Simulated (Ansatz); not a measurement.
# ZrC/GaN/HfN: current against voltage, part 3 of 4

Aim: the current through ZrC/GaN/HfN at finite bias, with the potential solved under that bias. The lower electrode is ZrC rock salt(111), the upper one HfN rock salt(111); the barrier is GaN zinc blende(111) (whole bilayers). In the first transport cell, after relaxation, the nearest pair of electrode and barrier is C–N at 3.39 Å, at a slant, too long for a bond, at the lower face and N–Ga at 1.99 Å, along the normal, at the upper one. A gap without bonds adds to the barrier. All share a net of side 3.33 Å, which strains the lower electrode by +0.0 %, the upper one by +4.0 % and the barrier by +3.5 %, against typed lattice constants near PBE's. The first steps treat the bulk electrodes alone.

Ansatz 0.2.0; PBE DFT, plane waves, PAW files (the session's first sound run).

So far. Step 4 (Relaxing the interfaces): The largest force component on a free atom ends at 0.024 eV/Å. At one or more of this run's solves the program warned of density in the dipole ramp over its bound, where dipole, forces and levels can be off.

## (5) The voltage sweep

This step: PBE DFT, plane waves, PAW files; current against voltage, self-consistent between two reservoirs (Ansatz 0.2.0).

System of this step: ZrC/GaN/HfN. The cell holds 37 atoms: 8 Zr, 8 C, 11 N, 2 Ga and 8 Hf. Its edges and angles: a = 3.330 Å, b = 3.330 Å, c = 61.793 Å, α = 90.0°, β = 90.0°, γ = 120.0°. Regions: left electrode, 16 atoms (8 Zr and 8 C); barrier, 4 atoms (2 N and 2 Ga); right electrode, 17 atoms (9 N and 8 Hf). Vacuum lies along c.

Under bias the potential drop changes the barrier, so density and potential are solved anew at each voltage between two reservoirs. The leads must hold the reservoirs as well as the screening charge.

Contents of input.yaml:

```yaml
crystal:
  lattice:
    - [3.33, 0.0, 0.0]
    - [-1.665, 2.8838645946, 0.0]
    - [0.0, 0.0, 61.7933935958]
  atoms:
    - { symbol: Zr, position: [0.33333333, 0.66666667, 0.1132807181] }
    - { symbol: C, position: [0.66666667, 0.33333333, 0.1352785022] }
    - { symbol: Zr, position: [0.0, 0.0, 0.1572762863] }
    - { symbol: C, position: [0.33333333, 0.66666667, 0.1792740705] }
    - { symbol: Zr, position: [0.66666667, 0.33333333, 0.2012718546] }
    - { symbol: C, position: [0.0, 0.0, 0.2232696387] }
    - { symbol: Zr, position: [0.33333333, 0.66666667, 0.2452674228] }
    - { symbol: C, position: [0.66666667, 0.33333333, 0.267265207] }
    - { symbol: Zr, position: [0.0, 0.0, 0.2892629911] }
    - { symbol: C, position: [0.33333333, 0.66666667, 0.3112607752] }
    - { symbol: Zr, position: [0.66666667, 0.33333333, 0.3332585593] }
    - { symbol: C, position: [0.0, 0.0, 0.3552563435] }
    - { symbol: Zr, position: [0.33333333, 0.66666667, 0.3772541276] }
    - { symbol: C, position: [0.66666667, 0.33333333, 0.3992519117] }
    - { symbol: Zr, position: [0.0, 0.0, 0.4212496958] }
    - { symbol: C, position: [0.33333333, 0.66666667, 0.4345694536] }
    - { symbol: "N", position: [0.66666667, 0.33333333, 0.4797038836] }
    - { symbol: Ga, position: [0.0, 0.0, 0.4852074071] }
    - { symbol: "N", position: [0.0, 0.0, 0.5188721143] }
    - { symbol: Ga, position: [0.33333333, 0.66666667, 0.528274454] }
    - { symbol: "N", position: [0.33333333, 0.66666667, 0.5605450129] }
    - { symbol: Hf, position: [0.66666667, 0.33333333, 0.5766701281] }
    - { symbol: "N", position: [0.0, 0.0, 0.5973400717] }
    - { symbol: Hf, position: [0.33333333, 0.66666667, 0.6180100153] }
    - { symbol: "N", position: [0.66666667, 0.33333333, 0.6386799589] }
    - { symbol: Hf, position: [0.0, 0.0, 0.6593499025] }
    - { symbol: "N", position: [0.33333333, 0.66666667, 0.680019846] }
    - { symbol: Hf, position: [0.66666667, 0.33333333, 0.7006897896] }
    - { symbol: "N", position: [0.0, 0.0, 0.7213597332] }
    - { symbol: Hf, position: [0.33333333, 0.66666667, 0.7420296768] }
    - { symbol: "N", position: [0.66666667, 0.33333333, 0.7626996204] }
    - { symbol: Hf, position: [0.0, 0.0, 0.783369564] }
    - { symbol: "N", position: [0.33333333, 0.66666667, 0.8040395076] }
    - { symbol: Hf, position: [0.66666667, 0.33333333, 0.8247094511] }
    - { symbol: "N", position: [0.0, 0.0, 0.8453793947] }
    - { symbol: Hf, position: [0.33333333, 0.66666667, 0.8660493383] }
    - { symbol: "N", position: [0.66666667, 0.33333333, 0.8867192819] }
kpoints:
  mp_grid: { grid: [12, 12, 1] }
scf:
  occupations: { method: fermi_dirac, width: 0.1 }
  max_iter: 150
hamiltonian:
  xc: pbe
output:
  current_voltage:
    bias: [0.2, 1.2, -0.2, -1.2]
    kmesh: [18, 18]
    leads: [[6, 8], [28, 30]]
    electrode_ends: [15, 20]
  write_potential: true
  write_density: true
  volumetric_format: npy
  elf: true
```

Run with:

```console
> ansatz run input.yaml --threads 4 --pin off --max-ram 16384MiB --backend cpu --events-out ev --progress --plain --runs-dir out
```

Numbers of over 12 decimals in the logs are rounded to 6 here.

What it wrote:

```text
[...]
Crystal: 37 atoms, lattice volume = 593.419 Å³
Basis set: ecut = 420 eV, 11763 PW (Γ)
Bands: 251, of which v1, the nominal top of the filled ones, is band 209 counted from 1 (208 counted from 0)
Symmetry: 6 space group operations
[...]
k-points: 19 of 144 (time reversal used)
[...]
SCF iter   1: F=—  HF=-173074.481911 eV  |F-HF|=—  |Δ(HF+E_count)|=         —  Δρ=2.24e-2  dr2=8.41e2  ethr=1.77e-3  ⟨swp⟩=6.7  Hψ=18981  notcnv=0  defer=124
[...]
SCF iter  19: F=-173071.226214 eV  HF=-173071.226214 eV  |F-HF|=2.71e-8  |Δ(HF+E_count)|=   1.51e-8  Δρ=1.62e-6  dr2=3.55e-8  ethr=2.40e-11  ⟨swp⟩=16.2  Hψ=23403  notcnv=0
SCF 1 converged in 19 iterations: F = -173071.226214 eV  dr2 = 3.55e-8
[...]
bias +0 V, iteration  1: dr2 2.59e-1 eV, mean Fermi level 12.0213 eV
bias +0 V, iteration  2: dr2 7.86e-3 eV, mean Fermi level 12.0225 eV
bias +0 V, iteration  3: dr2 2.16e-3 eV, mean Fermi level 12.0245 eV
bias +0 V, iteration  4: dr2 1.07e-4 eV, mean Fermi level 12.0252 eV
bias +0 V, iteration  5: dr2 2.22e-5 eV, mean Fermi level 12.0258 eV
bias +0 V, iteration  6: dr2 4.85e-6 eV, mean Fermi level 12.0260 eV
bias +0 V, iteration  7: dr2 9.42e-7 eV, mean Fermi level 12.0261 eV
bias +0 V, iteration  8: dr2 1.86e-7 eV, mean Fermi level 12.0262 eV
bias +0 V, iteration  9: dr2 4.18e-8 eV, mean Fermi level 12.0262 eV
bias +0.2 V, iteration  1: dr2 2.81e1 eV, mean Fermi level 12.0040 eV
bias +0.2 V, iteration  2: dr2 2.82e0 eV, mean Fermi level 12.0204 eV
bias +0.2 V, iteration  3: dr2 3.49e-1 eV, mean Fermi level 12.0213 eV
bias +0.2 V, iteration  4: dr2 1.46e-2 eV, mean Fermi level 12.0237 eV
bias +0.2 V, iteration  5: dr2 1.19e-3 eV, mean Fermi level 12.0246 eV
bias +0.2 V, iteration  6: dr2 9.93e-5 eV, mean Fermi level 12.0254 eV
bias +0.2 V, iteration  7: dr2 3.03e-5 eV, mean Fermi level 12.0255 eV
bias +0.2 V, iteration  8: dr2 5.20e-6 eV, mean Fermi level 12.0255 eV
bias +0.2 V, iteration  9: dr2 1.42e-6 eV, mean Fermi level 12.0256 eV
bias +0.2 V, iteration 10: dr2 4.15e-7 eV, mean Fermi level 12.0256 eV
bias +0.2 V, iteration 11: dr2 2.46e-8 eV, mean Fermi level 12.0256 eV
bias +1.2 V, iteration  1: dr2 5.31e2 eV, mean Fermi level 12.0322 eV
bias +1.2 V, iteration  2: dr2 5.90e1 eV, mean Fermi level 12.0828 eV
bias +1.2 V, iteration  3: dr2 4.40e1 eV, mean Fermi level 12.0268 eV
bias +1.2 V, iteration  4: dr2 7.18e-1 eV, mean Fermi level 12.0350 eV
bias +1.2 V, iteration  5: dr2 3.41e-2 eV, mean Fermi level 12.0397 eV
bias +1.2 V, iteration  6: dr2 2.09e-2 eV, mean Fermi level 12.0411 eV
bias +1.2 V, iteration  7: dr2 3.29e-3 eV, mean Fermi level 12.0402 eV
bias +1.2 V, iteration  8: dr2 1.46e-3 eV, mean Fermi level 12.0393 eV
bias +1.2 V, iteration  9: dr2 2.69e-4 eV, mean Fermi level 12.0389 eV
bias +1.2 V, iteration 10: dr2 9.86e-5 eV, mean Fermi level 12.0388 eV
bias +1.2 V, iteration 11: dr2 3.18e-5 eV, mean Fermi level 12.0386 eV
bias +1.2 V, iteration 12: dr2 7.07e-6 eV, mean Fermi level 12.0385 eV
bias +1.2 V, iteration 13: dr2 6.79e-7 eV, mean Fermi level 12.0384 eV
bias +1.2 V, iteration 14: dr2 8.02e-8 eV, mean Fermi level 12.0383 eV
bias -0.2 V, iteration  1: dr2 1.05e0 eV, mean Fermi level 12.0300 eV
bias -0.2 V, iteration  2: dr2 3.22e-1 eV, mean Fermi level 12.0323 eV
bias -0.2 V, iteration  3: dr2 1.81e-2 eV, mean Fermi level 12.0297 eV
bias -0.2 V, iteration  4: dr2 1.52e-3 eV, mean Fermi level 12.0297 eV
bias -0.2 V, iteration  5: dr2 7.60e-4 eV, mean Fermi level 12.0293 eV
bias -0.2 V, iteration  6: dr2 6.49e-5 eV, mean Fermi level 12.0290 eV
[...]
bias -1.2 V, iteration  6: dr2 9.16e-1 eV, mean Fermi level 12.0809 eV
bias -1.2 V, iteration  7: dr2 2.36e-1 eV, mean Fermi level 12.0711 eV
bias -1.2 V, iteration  8: dr2 9.42e-3 eV, mean Fermi level 12.0774 eV
bias -1.2 V, iteration  9: dr2 3.87e-3 eV, mean Fermi level 12.0766 eV
bias -1.2 V, iteration 10: dr2 1.99e-4 eV, mean Fermi level 12.0777 eV
bias -1.2 V, iteration 11: dr2 1.45e-4 eV, mean Fermi level 12.0775 eV
bias -1.2 V, iteration 12: dr2 1.90e-4 eV, mean Fermi level 12.0778 eV
bias -1.2 V, iteration 13: dr2 7.51e-5 eV, mean Fermi level 12.0778 eV
bias -1.2 V, iteration 14: dr2 3.71e-5 eV, mean Fermi level 12.0779 eV
bias -1.2 V, iteration 15: dr2 1.33e-6 eV, mean Fermi level 12.0779 eV
bias -1.2 V, iteration 16: dr2 8.07e-7 eV, mean Fermi level 12.0780 eV
bias -1.2 V, iteration 17: dr2 1.57e-8 eV, mean Fermi level 12.0780 eV
transmission: 133 of 1295 steps passed
transmission: 261 of 1295 steps passed
[...]
transmission: 1295 of 1295 steps passed
WARN: The output density's exchange-correlation potential varies sharply where the density is thin. Do not read a vacuum level from v_tot or v_xc, or from such a field of the output density. On a cell that repeats whose density bears no net charge and no dipole along the vacuum's axis use v_es (v_loc + v_h of the components); under efield.dipole_correction with no amplitude use v_es + v_field, which holds any externa [...]
SCF converged after 19 iterations
Free energy (F): -173071.226214 eV
[...]
Internal energy: -173070.643180 eV  (E = F + TS)
E sigma→0 (E₀):  -173070.934697 eV
Entropy (-TS):   -0.583034 eV (-15.758 meV/atom)
Fermi energy:    12.019064 eV
[...]
--- Band table (eV; the first three rows and the last of 19) ---
  k-point 0: bands = [... 205 lower, 11.9912, 12.0032, 12.0032, 12.0883, 12.1418, 12.3386, 12.5300, 12.5345, ... 38 higher]
  k-point 1: bands = [... 205 lower, 11.8383, 11.8693, 12.0443, 12.1029, 12.2162, 12.2872, 12.3237, 12.4807, ... 38 higher]
  k-point 2: bands = [... 205 lower, 11.6992, 11.8630, 11.8811, 12.0019, 12.1747, 12.2665, 12.3720, 12.4172, ... 38 higher]
  k-point 18: bands = [... 205 lower, 11.9976, 12.1988, 12.3481, 12.4286, 12.4307, 12.4309, 12.8717, 12.8873, ... 38 higher]
--- Current–voltage curve ---
  leads      : [6, 8] from 7.00 to 26.03 and [28, 30] from 35.63 to 54.79 Å, reservoirs outside 19.11 and 42.60
  electrodes : end at 26.85 and 34.64 Å
  density    : 302 bands, filled at a thermal energy of 1.000e-1 eV; current at 300 K
  bias (V)   current (A)   every other point   every other energy   edges, levels   drop (V)   electrons moved   misfit (meV)   iterations
        +0      0.0000e0            0.0000e0             0.0000e0        0.0000e0     +0.000            0.00e0           34.8   9
      +0.2     1.3082e-6           1.9639e-6            1.2951e-6       7.8546e-9     +0.166           1.54e-3           34.5   11
[...]
-0.2    -1.2757e-6          -1.2760e-6           -1.2962e-6       6.2819e-8     -0.165          -1.19e-4           33.7   11
      -1.2    -2.3572e-6          -2.3167e-6           -2.3657e-6      9.1347e-11     -1.120           1.33e-3           31.1   17
  At 0 V the conductance is 7.3613e-6 S, 7.6654e13 S/m².
  At 0.2, -0.2, -1.2 V, more electrons lie in bound states, which couple to no lead and are filled by their side, than have moved since 0 V: before a thin film that holds them the field can be low. See output.current_voltage.electrode_ends.
```

The job ended after 51 min (4 threads of Arm Neoverse V1, shared host; peak memory 6.3 GiB; 3.3 h of CPU time).

In the SCF lines HF is the Harris–Foulkes energy and dr2 the Hartree energy of the density residual, in eV; the loop may stop once dr2 is under the threshold and the program's other checks hold. Hψ counts applications of the Hamiltonian.

Numbers from this step:

| Property | Result |
| --- | --- |
| free energy | -173071.2262 eV |
| Fermi energy | 12.02 eV |
| conductance at zero bias | 7.67e13 S/m² |

Checks by voltage:

| bias (V) | current density (ampere/m²) | current on every other mesh point (ampere) | drop across the junction (V) | electrons moved | electrons in bound states | misfit, lower lead (eV) | misfit, upper lead (eV) | iterations |
| --- | --- | --- | --- | --- | --- | --- | --- | --- |
| -1.2 | -2.45e13 | -2.32e-6 | -1.12 | 0.001329 | 0.003984 | 0.02147 | 0.03108 | 17 |
| -0.2 | -1.33e13 | -1.28e-6 | -0.1651 | -1.19e-4 | 0.001698 | 0.01937 | 0.03365 | 11 |
| 0 | 0 | 0 | 0 | 0 | 0 | 0.01721 | 0.03482 | 9 |
| 0.2 | 1.36e13 | 1.96e-6 | 0.1656 | 0.001545 | 0.002756 | 0.02144 | 0.03449 | 11 |
| 1.2 | 8.32e13 | 6.25e-6 | 1.088 | 0.03272 | 0.003327 | 0.01775 | 0.03047 | 14 |

Cell area 9.603 Å^2. Table of current through one cell by bias:

| bias (V) | current through one cell (μA) |
| --- | --- |
| -1.200 | -2.36 |
| -0.200 | -1.28 |
| 0.000 | 0 |
| 0.200 | 1.31 |
| 1.200 | 7.99 |

Bias 0 V. Transmission and channels, zone mean against energy, zero at the mean Fermi level:

| energy (eV) | transmission | channels, left | channels, right |
| --- | --- | --- | --- |
| -0.259 | 0.0852 | 0.315 | 1.31 |
| -0.233 | 0.0399 | 0.278 | 1.35 |
| -0.207 | 0.0408 | 0.278 | 1.35 |
| -0.181 | 0.0444 | 0.296 | 1.35 |
| -0.155 | 0.0506 | 0.278 | 1.35 |
| -0.129 | 0.0600 | 0.278 | 1.31 |
| -0.103 | 0.0990 | 0.315 | 1.31 |
| -0.078 | 0.0869 | 0.315 | 1.35 |
| -0.052 | 0.0840 | 0.352 | 1.35 |
| -0.026 | 0.0999 | 0.333 | 1.35 |
| 0.000 | 0.100 | 0.352 | 1.39 |
| 0.026 | 0.0953 | 0.333 | 1.39 |
| 0.052 | 0.0960 | 0.315 | 1.39 |
| 0.078 | 0.0822 | 0.370 | 1.39 |
| 0.103 | 0.0751 | 0.370 | 1.39 |
| 0.129 | 0.0598 | 0.370 | 1.41 |
| 0.155 | 0.0410 | 0.370 | 1.39 |
| 0.181 | 0.0300 | 0.370 | 1.39 |
| 0.207 | 0.0240 | 0.370 | 1.43 |
| 0.233 | 0.0362 | 0.444 | 1.44 |
| 0.259 | 0.0286 | 0.519 | 1.48 |

Bias 1.2 V. Transmission and channels, zone mean against energy, zero at the mean Fermi level:

| energy (eV) | transmission | channels, left | channels, right |
| --- | --- | --- | --- |
| -0.879 | 0.0648 | 1.31 | 1.20 |
| -0.827 | 0.0696 | 1.28 | 1.29 |
| -0.776 | 0.0807 | 1.24 | 1.35 |
| -0.724 | 0.0874 | 1.15 | 1.35 |
| -0.698 | 0.0936 | 1.15 | 1.35 |
| -0.646 | 0.117 | 1.13 | 1.35 |
| -0.595 | 0.149 | 1.09 | 1.35 |
| -0.543 | 0.196 | 1.06 | 1.39 |
| -0.491 | 0.263 | 0.981 | 1.39 |
| -0.439 | 0.264 | 0.944 | 1.44 |
| -0.414 | 0.266 | 0.907 | 1.41 |
| -0.388 | 0.269 | 0.907 | 1.39 |
| -0.362 | 0.254 | 0.833 | 1.39 |
| -0.310 | 0.238 | 0.833 | 1.46 |
| -0.259 | 0.160 | 0.796 | 1.52 |
| -0.207 | 0.121 | 0.759 | 1.52 |
| -0.155 | 0.0809 | 0.722 | 1.56 |
| -0.129 | 0.0641 | 0.685 | 1.56 |
| -0.078 | 0.0476 | 0.685 | 1.52 |
| -0.026 | 0.0327 | 0.648 | 1.56 |
| 0.000 | 0.0277 | 0.611 | 1.63 |
| 0.026 | 0.0220 | 0.519 | 1.65 |
| 0.078 | 0.0178 | 0.5 | 1.69 |
| 0.129 | 0.0130 | 0.444 | 1.65 |
| 0.155 | 0.0112 | 0.407 | 1.65 |
| 0.207 | 0.00805 | 0.407 | 1.65 |
| 0.259 | 0.00629 | 0.352 | 1.67 |
| 0.310 | 0.00485 | 0.278 | 1.67 |
| 0.362 | 0.00332 | 0.296 | 1.69 |
| 0.414 | 0.00406 | 0.278 | 1.74 |
| 0.439 | 0.00336 | 0.315 | 1.74 |
| 0.491 | 0.00374 | 0.333 | 1.69 |
| 0.543 | 0.00182 | 0.352 | 1.65 |
| 0.595 | 0.00151 | 0.352 | 1.70 |
| 0.646 | 0.00188 | 0.370 | 1.67 |
| 0.698 | 0.00172 | 0.370 | 1.78 |
| 0.724 | 0.00162 | 0.370 | 1.76 |
| 0.776 | 0.00171 | 0.481 | 1.85 |
| 0.827 | 0.00197 | 0.519 | 1.78 |
| 0.879 | 0.00157 | 0.556 | 1.78 |

Bias -1.2 V. The transmission and channels, zone mean by energy, zero at the mean Fermi level:

| energy (eV) | transmission | channels, left | channels, right |
| --- | --- | --- | --- |
| -0.879 | 0.0341 | 0.407 | 0.620 |
| -0.827 | 0.0506 | 0.352 | 0.694 |
| -0.801 | 0.0541 | 0.315 | 0.694 |
| -0.750 | 0.0258 | 0.278 | 0.694 |
| -0.698 | 0.0209 | 0.241 | 0.713 |
| -0.646 | 0.0492 | 0.315 | 0.75 |
| -0.569 | 0.0504 | 0.333 | 0.787 |
| -0.517 | 0.0784 | 0.333 | 0.861 |
| -0.465 | 0.0863 | 0.370 | 0.880 |
| -0.439 | 0.0915 | 0.370 | 0.880 |
| -0.388 | 0.0854 | 0.370 | 0.917 |
| -0.336 | 0.0527 | 0.370 | 0.954 |
| -0.310 | 0.0774 | 0.444 | 0.954 |
| -0.284 | 0.0584 | 0.519 | 0.954 |
| -0.207 | 0.0224 | 0.556 | 0.954 |
| -0.155 | 0.0148 | 0.556 | 0.954 |
| -0.103 | 0.0108 | 0.556 | 1.03 |
| -0.026 | 0.00777 | 0.519 | 1.09 |
| 0.000 | 0.00760 | 0.537 | 1.09 |
| 0.026 | 0.00706 | 0.574 | 1.09 |
| 0.103 | 0.00575 | 0.685 | 1.18 |
| 0.155 | 0.00502 | 0.722 | 1.22 |
| 0.207 | 0.00443 | 0.722 | 1.20 |
| 0.284 | 0.00373 | 0.759 | 1.26 |
| 0.336 | 0.00337 | 0.787 | 1.31 |
| 0.388 | 0.00312 | 0.806 | 1.35 |
| 0.465 | 0.00282 | 0.880 | 1.31 |
| 0.517 | 0.00262 | 0.889 | 1.35 |
| 0.569 | 0.00237 | 0.889 | 1.35 |
| 0.646 | 0.00213 | 0.944 | 1.39 |
| 0.698 | 0.00201 | 1.06 | 1.41 |
| 0.750 | 0.00193 | 1.09 | 1.39 |
| 0.827 | 0.00174 | 1.07 | 1.46 |
| 0.879 | 0.00164 | 1.07 | 1.52 |

Hartree potential energy less that at 0 V, planar mean against z:

| z (Å) | 0.2 V (eV) | 1.2 V (eV) | -0.2 V (eV) | -1.2 V (eV) |
| --- | --- | --- | --- | --- |
| 0.0 | 0.0140 | 0.100 | -0.00857 | -0.0322 |
| 2.5 | 0.0595 | 0.374 | -0.0521 | -0.301 |
| 5.0 | 0.0984 | 0.607 | -0.0903 | -0.533 |
| 7.5 | 0.0997 | 0.613 | -0.0991 | -0.550 |
| 10.0 | 0.0988 | 0.609 | -0.0977 | -0.549 |
| 12.5 | 0.0955 | 0.597 | -0.0936 | -0.541 |
| 15.0 | 0.0895 | 0.576 | -0.0860 | -0.518 |
| 17.5 | 0.0831 | 0.556 | -0.0782 | -0.496 |
| 20.0 | 0.0759 | 0.540 | -0.0727 | -0.495 |
| 22.5 | 0.0705 | 0.537 | -0.0697 | -0.498 |
| 25.0 | 0.0661 | 0.572 | -0.0663 | -0.497 |
| 27.5 | 0.0608 | 0.581 | -0.0626 | -0.488 |
| 30.0 | 0.0118 | -0.266 | -0.0443 | -0.458 |
| 32.5 | -0.0230 | -0.393 | 0.00508 | -0.137 |
| 35.0 | -0.0689 | -0.497 | 0.0666 | 0.426 |
| 37.5 | -0.0876 | -0.548 | 0.0893 | 0.621 |
| 40.0 | -0.0899 | -0.554 | 0.0916 | 0.621 |
| 42.5 | -0.0881 | -0.542 | 0.0919 | 0.629 |
| 45.0 | -0.0884 | -0.543 | 0.0928 | 0.628 |
| 47.5 | -0.0949 | -0.569 | 0.0971 | 0.642 |
| 50.0 | -0.0992 | -0.586 | 0.101 | 0.649 |
| 52.5 | -0.1000 | -0.585 | 0.102 | 0.649 |
| 55.0 | -0.0992 | -0.579 | 0.101 | 0.642 |
| 57.5 | -0.0639 | -0.368 | 0.0666 | 0.432 |
| 60.0 | -0.0185 | -0.0955 | 0.0229 | 0.162 |

ELF in the ca plane at fractional y = 0.667, with atoms of Zr and C and Ga and N and Hf within 0.2 Å of it. It is the smooth field of the valence electrons, not physical close to the nuclei.

Ten even steps from '0' (0.02) to '9' (0.82), each cell a mean:
```
23237863114785233212100256542124675310111122
34337874225886233211000366643124675300000132
22236742112675212234410245542114554211343211
21124324663243113799830023321012322213798621
62122148888212237888961000110001210125988962
84221168359401258525861000000001201026934873
73222159679311248756861000000001200026966973
41123237986122125899850001211002221224899841
11136532332464212467620134432113443212576310
```
Columns run along c (16.0 Å, from fractional 0.33 to 0.59 of the cell), rows up along a (3.3 Å). Atoms in or near the plane, at fractional coordinates: Zr at (0.38, 0.33), C at (0.43, 0.33), Ga at (0.53, 0.33), N at (0.56, 0.33).

Valence density in the ca plane at fractional y = 0.667, with atoms of Zr and C and Ga and N and Hf within 0.2 Å of it. It is the smooth field of the valence electrons, not physical close to the nuclei.

Values in e/Å³, 5 rows by 16 columns, each cell a mean:
```
0.0 0.0 0.0 0.0 0.0 0.0 0.1 0.2 0.4 0.5 0.3 0.2 0.5 0.4 0.3 0.2
0.0 0.0 0.0 0.0 0.0 0.0 0.3 0.4 0.3 0.3 0.3 0.3 0.4 0.3 0.3 0.4
0.0 0.0 0.0 0.0 0.0 0.0 1.8 2.4 0.2 0.2 0.7 1.1 0.2 0.2 1.3 2.8
0.0 0.0 0.0 0.0 0.0 0.1 2.3 2.9 0.2 0.2 0.9 1.3 0.2 0.1 1.8 3.3
0.0 0.0 0.0 0.0 0.0 0.0 0.6 0.9 0.3 0.2 0.4 0.5 0.3 0.2 0.5 1.1
```
Columns run along c (16.0 Å, from fractional 0.00 to 0.26 of the cell), rows up along a (3.3 Å). Atoms in or near the plane, at fractional coordinates: Zr at (0.11, 0.33), C at (0.18, 0.33), Zr at (0.25, 0.33).

Electrostatic potential energy in the ca plane at fractional y = 0.667, with atoms of Zr and C and Ga and N and Hf within 0.2 Å of it. With pseudopotentials it is smooth inside the atoms' cores, unlike the true potential.

Ten even steps from '0' (-55 eV) to '9' (18 eV), each cell a mean:
```
99999999999999999988999988778899877789999999
99999999999999999999999988778899877788999999
99999999999999999888889988778999887889998888
99999999999999998765678999888888888899987557
99999999999999998510158999998634899999873113
99999999999999987300037999998301699999861001
99999999999999987400048999998412799999862002
99999999999999998642468999999867899999975335
99999999999999999877789998888999888889988778
```
Columns run along c (16.0 Å, from fractional 0.00 to 0.26 of the cell; values clipped at the 3rd and 97th percentile), rows up along a (3.3 Å). Atoms in or near the plane, at fractional coordinates: Zr at (0.11, 0.33), C at (0.18, 0.33), Zr at (0.25, 0.33).

All 5 points reached self-consistency. On every other mesh point the currents change by up to 50 %. The leads' potential repeats within 35 meV.

(Continued in part 4 of 4.)

[Logs are printed without paths, hosts, clocks, repeated set-up lines and the standing remarks that a program may print on its own settings, such as how far it seeks lower states.]

[Hosts, paths, dates, database ids (printed as entryN), source tags and the programs' standing remarks are cut or masked in the printed files.]
